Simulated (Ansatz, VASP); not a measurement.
# One calculation of B, two programs

```
CELL_PARAMETERS angstrom
0.00000 2.01036 2.01036
2.01036 0.00000 2.01036
2.01036 2.01036 0.00000
ATOMIC_POSITIONS crystal
B 0.87500 0.87500 0.87500
B 0.12500 0.12500 0.12500
```

This isn't the form of B at room conditions, which is rhombohedral.

Alike in both runs: task single point; functional LDA; k mesh 13 × 13 × 13; occupations fermi-dirac, width 0.05 eV; no spin polarisation.

```csv
,VASP,Ansatz
version,VASP 6.6.1,Ansatz 0.2.0
potentials or method,"VASP PAW LDA potentials, release 64 (B), cutoff 520 eV","all-electron LAPW, scalar-relativistic"
```

```tsv
	VASP	Ansatz	Ansatz less VASP
pressure (GPa)	-2.3	-2.5	-0.25
```

Ansatz ran all-electron here, so the differences hold the error of VASP's frozen core and of both bases.
